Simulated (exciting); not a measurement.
# Fe (P6_3/mmc) in exciting: real-space fields with PBEsol

Aim: the real-space fields of Fe with PBEsol.

Everything below comes from runs of exciting (release sodium). Logs are shortened: lines on timing, memory, paths and dates and some standing lists are left out, and cuts for length are marked.

## (1) The undisturbed crystal

It takes space group P6_3/mmc (No. 194, hexagonal). The conventional cell has a = 2.434 Å, b = 2.434 Å, c = 3.842 Å, α = 90.00°, β = 90.00°, γ = 120.00°. Fe (site symmetry -6m2) is surrounded by 12 Fe at 2.38 to 2.43 Å.

This isn't the form of Fe at room conditions, which is bcc.

## (2) Real-space fields, PBEsol, collinear spin, antiferromagnetic start (volume scaled by 1.04)

File input.xml:

```xml
<input>
  <title>Fe</title>
  <structure speciespath="./" tshift="false" cartesian="true">
    <crystal scale="1">
      <basevect>0.000000000000 4.660423005918 0.000000000000</basevect>
      <basevect>-4.036044715636 -2.330211503054 0.000000000000</basevect>
      <basevect>0.000000000000 0.000000000000 7.355743892406</basevect>
    </crystal>
    <species speciesfile="Fe.xml" rmt="2">
      <atom coord="-1.345348238411 2.330211503161 5.516807919304" bfcmt="0 0 -8"/>
      <atom coord="-2.690696477225 -0.000000000296 1.838935973101" bfcmt="0 0 8"/>
    </species>
  </structure>
  <groundstate do="fromscratch" ngridk="10 10 6" rgkmax="8" gmaxvr="14" lmaxapw="7" lmaxmat="7" lmaxvr="7" xctype="GGA_PBE_SOL" stype="Gaussian" swidth="0.00183747" nempty="28" ValenceRelativity="iora*" epsengy="1e-05" epspot="1e-05" maxscl="90" outputlevel="high" niterconvcheck="1">
    <spin reducebf="0.5"/>
  </groundstate>
  <properties>
    <chargedensityplot>
      <plot3d>
        <box grid="13 13 20">
          <origin coord="0 0 0"/>
          <point coord="1 0 0"/>
          <point coord="0 1 0"/>
          <point coord="0 0 1"/>
        </box>
      </plot3d>
    </chargedensityplot>
    <elfplot>
      <plot3d>
        <box grid="13 13 20">
          <origin coord="0 0 0"/>
          <point coord="1 0 0"/>
          <point coord="0 1 0"/>
          <point coord="0 0 1"/>
        </box>
      </plot3d>
    </elfplot>
    <exccplot>
      <plot3d>
        <box grid="13 13 20">
          <origin coord="0 0 0"/>
          <point coord="1 0 0"/>
          <point coord="0 1 0"/>
          <point coord="0 0 1"/>
        </box>
      </plot3d>
    </exccplot>
  </properties>
</input>
```

Potentials or basis: all-electron LAPW+lo, shipped species files, valence relativity iora*.

Launch:

```bash
> OMP_NUM_THREADS=1 exciting_smp
```

INFO.OUT:

```text
================================================================================
EXCITING SODIUM started
[... 10 lines left out ...]

 Lattice vectors (cartesian) :
      0.0000000000      4.6604230059      0.0000000000
     -4.0360447156     -2.3302115031      0.0000000000
      0.0000000000      0.0000000000      7.3557438924

 Reciprocal lattice vectors (cartesian) :
     -0.7783840059      1.3482006460      0.0000000000
     -1.5567680117      0.0000000000      0.0000000000
      0.0000000000     -0.0000000000      0.8541876116

 Unit cell volume                           :     138.3591567487
 Brillouin zone volume                      :       1.7927994017

 Species :    1 (Fe)
     parameters loaded from                 :    Fe.xml
     name                                   :    iron
     nuclear charge                         :     -26.00000000
     electronic charge                      :      26.00000000
     atomic mass                            :  101799.20740000
     muffin-tin radius                      :       2.00000000
     # of radial points in muffin-tin       :     350

     atomic positions (cartesian) :
       1 :  -1.34534824  2.33021150  5.51680792
       2 :  -2.69069648 -0.00000000  1.83893597

     magnetic fields (cartesian) :
       1 :   0.00000000  0.00000000 -8.00000000
       2 :   0.00000000  0.00000000  8.00000000

 Total number of atoms per unit cell        :       2

 Spin treatment                             :    spin-polarised
 Global magnetic field (cartesian) :        0.00000000   0.00000000   0.00000000
 collinear magnetisation in z-direction

 Number of Bravais lattice symmetries       :      24
 Number of crystal symmetries               :      12

 k-point grid                               :      10   10    6
 Total number of k-points                   :      72
 k-point set is reduced with crystal symmetries

 R^MT_min * |G+k|_max (rgkmax)              :       8.00000000
 Species with R^MT_min                      :       1 (Fe)
 Maximum |G+k| for APW functions            :       4.00000000
 Maximum |G| for potential and density      :      14.00000000
 Polynomial order for pseudochg. density    :       9

 G-vector grid sizes                        :      24    24    36
 Total number of G-vectors                  :    6471

 Maximum angular momentum used for
     APW functions                          :       7
     computing H and O matrix elements      :       7
     potential and density                  :       7
     inner part of muffin-tin               :       2

 Total nuclear charge                       :     -52.00000000
 Total electronic charge                    :      52.00000000
 Total core charge                          :      20.00000000
 Total valence charge                       :      32.00000000

 Effective Wigner radius, r_s               :       0.85961764

 Number of empty states                     :      28
 Total number of valence states             :      90

 Maximum Hamiltonian size                   :     188
 Maximum number of plane-waves              :     162
 Total number of local-orbitals             :      26

 Exchange-correlation type                  :      22
     PBEsol, Phys. Rev. Lett. 100, 136406 (2008)
     Generalised gradient approximation (GGA)

 Smearing scheme                            :    Gaussian
 Smearing width                             :       0.00183747

[... 7 lines left out ...]
* Groundstate module started                                                   *
********************************************************************************
 Output level for this task is set to high

++++++++++++++++++++++++++++++++++++++++++++++++++++++++++++++++++++++++++++++++
[... 5 lines left out ...]
+ SCF iteration number :    1                                                  +
++++++++++++++++++++++++++++++++++++++++++++++++++++++++++++++++++++++++++++++++
 Total energy                               :     -2532.44942096
 _______________________________________________________________
 Fermi energy                               :         0.47283446
 Kinetic energy                             :      2582.49646638
 Coulomb energy                             :     -5005.94896522
 Exchange energy                            :      -106.22118913
 Correlation energy                         :        -2.77573299
 No external B-field energy in total energy
 Sum of eigenvalues                         :     -1463.12113914
 Effective potential energy                 :     -4045.61760552
 Coulomb potential energy                   :     -3902.87143236
 xc potential energy                        :      -142.69776372
 xc effective B-field energy                :        -0.01373868
 External B-field energy                    :         0.00000000
 Non-physical muffin-tin B-field energy     :        -0.03467076
 Hartree energy                             :       720.09842073
 Electron-nuclear energy                    :     -5343.06827381
 Nuclear-nuclear energy                     :      -382.97911213
[... 992 lines left out ...]
 Moments :
     interstitial                           :         0.00000000
     moment in muffin-tin spheres :
                  atom     1    Fe          :         0.31735787
                  atom     2    Fe          :        -0.31735787
     total moment in muffin-tins            :         0.00000000
     total moment                           :         0.00000000

 RMS change in effective potential (target) :  0.548126E-07  ( 0.100000E-04)
 Absolute change in total energy   (target) :  0.956846E-05  ( 0.100000E-04)
 Charge distance                   (target) :  0.431508E-07  ( 0.100000E-04)

++++++++++++++++++++++++++++++++++++++++++++++++++++++++++++++++++++++++++++++++
| Convergency criteria checked for the last iteration                          +
| Convergence targets achieved. Performing final SCF iteration                 +
++++++++++++++++++++++++++++++++++++++++++++++++++++++++++++++++++++++++++++++++
 Total energy                               :     -2543.28282082
 _______________________________________________________________
 Fermi energy                               :         0.42272361
 Kinetic energy                             :      2577.28592018
 Coulomb energy                             :     -5011.11666238
 Exchange energy                            :      -106.67217875
 Correlation energy                         :        -2.77989987
 No external B-field energy in total energy
 Sum of eigenvalues                         :     -1466.54183551
 Effective potential energy                 :     -4043.82775569
 Coulomb potential energy                   :     -3900.46910698
 xc potential energy                        :      -143.35451154
 xc effective B-field energy                :        -0.00413716
 External B-field energy                    :         0.00000000
 Non-physical muffin-tin B-field energy     :        -0.00000000
 Hartree energy                             :       727.66844327
 Electron-nuclear energy                    :     -5355.80599352
 Nuclear-nuclear energy                     :      -382.97911213
 Madelung energy                            :     -3060.88210889
 Core-electron kinetic energy               :         0.00000000
[... 14 lines left out ...]
 Moments :
     interstitial                           :         0.00000000
     moment in muffin-tin spheres :
                  atom     1    Fe          :         0.31735463
                  atom     2    Fe          :        -0.31735463
     total moment in muffin-tins            :         0.00000000
     total moment                           :         0.00000000

++++++++++++++++++++++++++++++++++++++++++++++++++++++++++++++++++++++++++++++++
[... 9 lines left out ...]
| EXCITING SODIUM stopped                                                      =
================================================================================
```

Run time: 3.2 min. Hardware: 1 thread of Arm Neoverse V2, shared host; peak memory 0.06 GiB.

The run converged, but some of its settings lie outside the range that counts as converged (typed here: lmaxapw = 7; lmaxmat = 7; lmaxvr = 7; niterconvcheck = 1), so its numbers aren't taken as properties of the crystal.

What came out:

```
Band gap on the k mesh                            : none (metal or under the smearing width)
Net moment                                        : 0.00 μB per cell
Site moments                                      : Fe +0.32, -0.32 μB
All electrons inside the program's atomic spheres : Fe 24.19 (radii Fe 2.0 bohr)
```
